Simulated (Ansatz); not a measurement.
This is a single-point calculation with the plane-wave code Ansatz on a 6-atom cell of ZrO2 (P4_2/nmc) from a materials database; the level of theory is HSE06. The cell was relaxed with r2SCAN and then strained (uniaxial +2.0 % along z, other directions held), with the atoms relaxed again with r2SCAN; k points keep the names of the unstrained zone.

input.yaml:
```yaml
crystal:
  lattice:
    - [3.6010285391, 0.0, 0.0]
    - [0.0, 3.6010285391, 0.0]
    - [0.0, 0.0, 5.3317030107]
  atoms:
    - { symbol: Zr, position: [0.0, 0.0, 0.0] }
    - { symbol: Zr, position: [0.5, 0.5, 0.5] }
    - { symbol: O, position: [0.0, 0.5, 0.3091621723] }
    - { symbol: O, position: [0.0, 0.5, 0.8091621723] }
    - { symbol: O, position: [0.5, 0.0, 0.6908378277] }
    - { symbol: O, position: [0.5, 0.0, 0.1908378277] }
kpoints:
  mp_grid: { grid: [4, 4, 4] }
  band_path:
    path:
      - [0.0, 0.0, 0.0]
      - [0.0, 0.5, 0.0]
      - [0.5, 0.5, 0.0]
      - [0.0, 0.0, 0.5]
      - [0.0, 0.5, 0.5]
      - [0.5, 0.5, 0.5]
    npoints: 1
hamiltonian:
  xc: hse06
scf:
  occupations: { method: fixed }
  n_extra_bands: 5
output:
  forces: true
  stress: true
  eigenvalues: true
```

Wall time 29 s on 1 × NVIDIA H100 80GB HBM3 with 2 threads of AMD EPYC 7R13 Processor (Zen 3), on a shared host, load about 3.0 per core; peak host memory 2 GiB.

Question: Predict the output.

Answer: Abridged output:
```
Functional definition: HSE06
Crystal: 6 atoms, lattice volume = 69.138 Å³
Basis set: ecut = 420 eV, 1321 PW (Γ)
Bands: 29, of which v1, the nominal top of the filled ones, is band 24 counted from 1 (23 counted from 0)
Symmetry: 16 space group operations
Space group: P42/nmc (ITA 137)
k-points: 18 of 64
Exchange kernel: α = 0.2500, screened, ω = 0.2079 Å⁻¹, Wigner–Seitz truncation, v(0) = 1029.8497 eV·Å³, q-mesh 4×4×4
preconditioner: auto → none  [insulator: Δε(μ)=6.100 eV  ℏωp=29.6 eV]
hybrid outer 1: dexx = +3.509e-2 eV, tail = 5.58e-5 eV
hybrid outer 2: dexx = +3.131e-6 eV, tail = 1.13e-8 eV, Δε = 2.50e-3 eV, ΔF = 3.74e-3 eV/Å
NSCF: frozen V_eff on 6 k-points
hybrid SCF converged: 2 outer / 13 inner (+3 warm-up)
Free energy (F): -10652.129316 eV
Fermi energy:    9.715451 eV
--- Forces (eV/Å), atoms counted from 1 ---
  atom   1  Zr      0.00000      0.00000      0.00000
  atom   2  Zr      0.00000      0.00000      0.00000
  atom   3  O       0.00000      0.00000      0.06090
  atom   4  O       0.00000      0.00000      0.06090
  atom   5  O       0.00000      0.00000    -0.06090
  atom   6  O       0.00000      0.00000    -0.06090
--- Stress (GPa, compression-positive) ---
       -3.672373       0.000000       0.000000
        0.000000      -3.672373       0.000000
        0.000000       0.000000      -7.718757
  P = ⅓ Tr σ = -5.0212 GPa (-50.212 kbar)
--- Band table (eV; the first three rows and the last of 18) ---
  k-point 0: bands = […, 8.2462, 8.2462, 8.6655, 9.4056, 9.6463, 9.6463, 15.4644, 15.9350, 16.6565, 16.9440, …]
  k-point 1: bands = […, 7.9030, 8.5548, 8.7040, 8.7040, 9.6805, 9.6805, 15.6157, 16.1837, 16.4536, 16.8894, …]
  k-point 2: bands = […, 6.8727, 6.8727, 9.0048, 9.0048, 9.7155, 9.7155, 16.0095, 16.0095, 16.6693, 16.6693, …]
  k-point 17: bands = […, 7.7995, 7.7995, 8.1038, 8.1038, 9.6064, 9.6064, 16.5974, 16.5974, 17.1822, 17.1822, …]
```
Iteration counts and the last digits belong to this one run.

The rows of the band table are 0: (0, 0, 0) = Γ, 1: (0, 0, 1/4), 2: (0, 0, -1/2) = Z, 17: (-1/2, -1/2, -1/2) = A.

bands.tsv, columns around the gap (it counts bands from 0):
```tsv
# k_distance	band_19	band_20	band_21	band_22	band_23	band_24	band_25	band_26	band_27
# fermi_ev = 9.715451
# [0, 0, 0] at k_distance = 0.000000
# [0, 0.5, 0] at k_distance = 0.872415
# [0.5, 0.5, 0] at k_distance = 1.744831
# [0, 0, 0.5] at k_distance = 3.112094
# [0, 0.5, 0.5] at k_distance = 3.984509
# [0.5, 0.5, 0.5] at k_distance = 4.856924
# levels_relative_to = fermi_ev
0.000	-1.469	-1.050	-0.310	-0.069	-0.069	5.749	6.220	6.941	7.229
0.872	-2.114	-1.500	-1.500	-0.227	-0.227	6.125	6.125	7.086	7.086
1.745	-1.084	-0.910	-0.910	-0.613	-0.613	6.836	6.836	7.277	7.277
3.112	-2.843	-0.711	-0.711	0.000	0.000	6.294	6.294	6.954	6.954
3.985	-1.892	-1.443	-1.443	-0.873	-0.873	6.198	6.198	6.574	6.574
4.857	-1.916	-1.612	-1.612	-0.109	-0.109	6.882	6.882	7.467	7.467
```
In order the rows are Γ, X, M, Z, R, A.

The HSE06 gap is indirect, 5.75 eV (Z to Γ), below the direct gap of 5.82 eV at Γ. The mean pressure at these positions is -5.0 GPa, compression counted positive. The stress of a hybrid is loosely converged here. The largest force is 0.06 eV/Å.

The values are computed, spin-unpolarised, and not measurements.

The meshes of the hybrids are coarse, so their gaps aren't converged to the digits shown.
